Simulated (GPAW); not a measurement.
CsPbCl3:

```
CELL_PARAMETERS angstrom
5.60500 0.00000 0.00000
0.00000 5.60500 0.00000
0.00000 0.00000 5.60500
ATOMIC_POSITIONS crystal
Pb 0.50000 0.50000 0.50000
Cs 0.00000 0.00000 0.00000
Cl 0.50000 0.00000 0.50000
Cl 0.00000 0.50000 0.50000
Cl 0.50000 0.50000 0.00000
```

Program: GPAW 26.7.0. Alike in all runs: task dielectric tensor; no spin polarisation; cell as given; k mesh 4 × 4 × 4; cutoff (eV) 400; smearing fermi-dirac 0.001 eV.

**Question.** Order these runs on this cell by their band gap on the k mesh, lowest first.
A. level LDA; potentials or basis the program's PAW data sets (release 1.2.1) made for this functional, pw
B. level GLLB-SC; potentials or basis the program's PAW data sets (release 1.2.1) made for this functional, pw
C. level PBE; potentials or basis GPAW PAW data sets (gpaw-data 1.2.1), pw

**Answer.** A (1.68 eV), C (1.87 eV), B (2.44 eV).

Caveats: the long-wavelength limit can be off by a per cent or two; spin-orbit coupling is left out, which as a rule narrows the gap of such compounds by several tenths of an eV; an odd mesh through Γ misses points on the zone boundary, where band edges often lie; a model potential gives levels but no total energy (some runs); response on these states lacks terms of the Hamiltonian (some runs).
